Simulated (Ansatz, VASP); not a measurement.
## Two plane-wave programs on CuI

POSCAR

```
CuI
1.0
    0.0000000000      3.0120291112      3.0120291112
    3.0120291112      0.0000000000      3.0120291112
    3.0120291112      3.0120291112      0.0000000000
Cu I
1 1
Direct
    0.0000000000      0.0000000000      0.0000000000
    0.2500000000      0.2500000000      0.2500000000
```

Contents of INCAR.step1:

```
SYSTEM = CuI
PREC = Accurate ; ENCUT = 520
ISMEAR = -1 ; SIGMA = 0.05
LREAL = .FALSE. ; LASPH = .TRUE.
NELM = 100 ; NBANDS = 16
GGA = PE ; ALGO = Normal
EDIFF = 1E-4 ; LWAVE = .TRUE.
LCHARG = .FALSE.
```

The input INCAR.step2:

```
SYSTEM = CuI
PREC = Accurate ; ENCUT = 520
EDIFF = 1E-6 ; ISMEAR = -1
SIGMA = 0.05 ; LREAL = .FALSE.
LASPH = .TRUE. ; NELM = 100
ALGO = Normal ; ISIF = 2
LWAVE = .FALSE. ; LCHARG = .FALSE.
METAGGA = R2SCAN ; LMIXTAU = .TRUE.
NBANDS = 16 ; ISTART = 1
```

The input KPOINTS:

```
regular mesh
0
G
  6 6 6
  0 0 0
```

Input for Ansatz:

```yaml
crystal:
  lattice:
    - [0.0, 3.0120291112, 3.0120291112]
    - [3.0120291112, 0.0, 3.0120291112]
    - [3.0120291112, 3.0120291112, 0.0]
  atoms:
    - { symbol: Cu, position: [0.0, 0.0, 0.0] }
    - { symbol: I, position: [0.25, 0.25, 0.25] }
kpoints:
  mp_grid: { grid: [6, 6, 6] }
hamiltonian:
  xc: r2scan
scf:
  occupations: { method: fermi_dirac, width: 0.05 }
  n_extra_bands: 4
output:
  forces: true
  stress: true
  eigenvalues: true
```

Alike in both runs: task single point; functional r2SCAN; k mesh 6 × 6 × 6; occupations fermi-dirac, width 0.05 eV; no spin polarisation.

|  | VASP | Ansatz |
| --- | --- | --- |
| version | VASP 6.6.1 | Ansatz 0.2.0 |
| potentials or method | VASP PAW PBE potentials, release 64 (Cu, I) | plane waves |
| plane-wave cutoff (eV) | 520 | 500 |
| valence electrons in the cell | 18 | 36 |

Ansatz gave:

```
pressure (GPa) : 0.0
```

Task: Which values does VASP return?

Result: Pressure (GPa): -0.1.

With one functional, cell and mesh, what is left measures potentials, basis and numerics. The two sets of potentials don't hold the same shells in valence.

Caveats: the PAW data sets were made with another functional, which shifts forces and pressure a little (VASP); spin-orbit coupling is left out, which moves the levels of the heavy elements. r2SCAN opens gaps a little over a GGA but as a rule still falls short of measured ones.
